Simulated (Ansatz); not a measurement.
# HfO2 (1T sheet): the cost of one run

Program: Ansatz 0.2.0. Level of theory: DFT PBEsol, scalar-relativistic, plane waves, PAW. These are calculated values, not measurements.

3 further runs of the same task are left out: 3 set aside as unsound or not needed.

## Step 1: The starting structure

The structure is trigonal, space group P-3m1 (No. 164). Conventional cell: a = 3.219 Å, b = 3.219 Å, c = 29.007 Å, α = 90.00°, β = 90.00°, γ = 120.00°. Hf (site symmetry -3m) has 6 O at 2.09 Å in its first shell of neighbours. O (site symmetry 3m) is surrounded by 3 Hf at 2.09 Å.

Structure file:

```xyz
3
Lattice="3.2188 0.0000 0.0000 -1.6094 2.7875 0.0000 0.0000 0.0000 29.0068" Properties=species:S:1:pos:R:3 pbc="T T T"
Hf    0.0000    1.8584    9.0000
O     1.6094    0.9292    9.9652
O     0.0000    0.0000    8.0348
```

This sheet was relaxed beforehand with the same method; its gap on the mesh is 4.86 eV.

## Step 2: The zigzag ribbon, N = 5

The ribbon is cut from the relaxed sheet, periodic along c; N counts formula units a period. The edge energy is the mean of both edges over the sheet, -5574.8195 eV an atom.

The cell holds 5 Hf, 10 O: a = 22.000 Å, b = 11.200 Å, c = 3.219 Å, α = 90.00°, β = 90.00°, γ = 90.00°.

## Step 3: The relaxation run

Pressure and volume refer to the whole cell with its vacuum; only the period along c may change.

input.yaml

```yaml
crystal:
  lattice:
    - [22.0, 0.0, 0.0]
    - [0.0, 11.2, 0.0]
    - [0.0, 0.0, 3.2187673932]
  atoms:
    - { symbol: Hf, position: [0.2465877881, 0.5, 0.5] }
    - { symbol: Hf, position: [0.373293894, 0.5, 0.0] }
    - { symbol: Hf, position: [0.5, 0.5, 0.5] }
    - { symbol: Hf, position: [0.626706106, 0.5, 0.0] }
    - { symbol: Hf, position: [0.7534122119, 0.5, 0.5] }
    - { symbol: O, position: [0.2043524194, 0.5861757548, 0.0] }
    - { symbol: O, position: [0.3310585254, 0.5861757548, 0.5] }
    - { symbol: O, position: [0.4577646313, 0.5861757548, 0.0] }
    - { symbol: O, position: [0.5844707373, 0.5861757548, 0.5] }
    - { symbol: O, position: [0.7111768433, 0.5861757548, 0.0] }
    - { symbol: O, position: [0.2888231567, 0.4138242452, 0.0] }
    - { symbol: O, position: [0.4155292627, 0.4138242452, 0.5] }
    - { symbol: O, position: [0.5422353687, 0.4138242452, 0.0] }
    - { symbol: O, position: [0.6689414746, 0.4138242452, 0.5] }
    - { symbol: O, position: [0.7956475806, 0.4138242452, 0.0] }
basis:
  ecutwfc: 420
kpoints:
  mp_grid: { grid: [1, 1, 17] }
hamiltonian:
  xc: pbesol
scf:
  occupations: { method: gaussian, width: 0.05 }
output:
  forces: true
  stress: true
  eigenvalues: true
  populations: true
  write_density: true
  write_potential: true
  elf: true
  volumetric_format: npy
relax:
  adjacent_minimum: "off"
  f_tol: 0.02
  max_steps: 45
  cell: { fix: [a, b, alpha, beta, gamma], stress_tol: 0.03 }
```

On the command line:

```sh
> ansatz run input.yaml --threads 4 --pin off --max-ram 11264MiB --backend cpu --events-out ev --progress --plain --runs-dir out
```

Q: Estimate wall time and peak memory on 4 threads of Intel Xeon Platinum 8488C (Sapphire Rapids), shared host.

About 4.1 min, with a peak of 2.4 GiB.
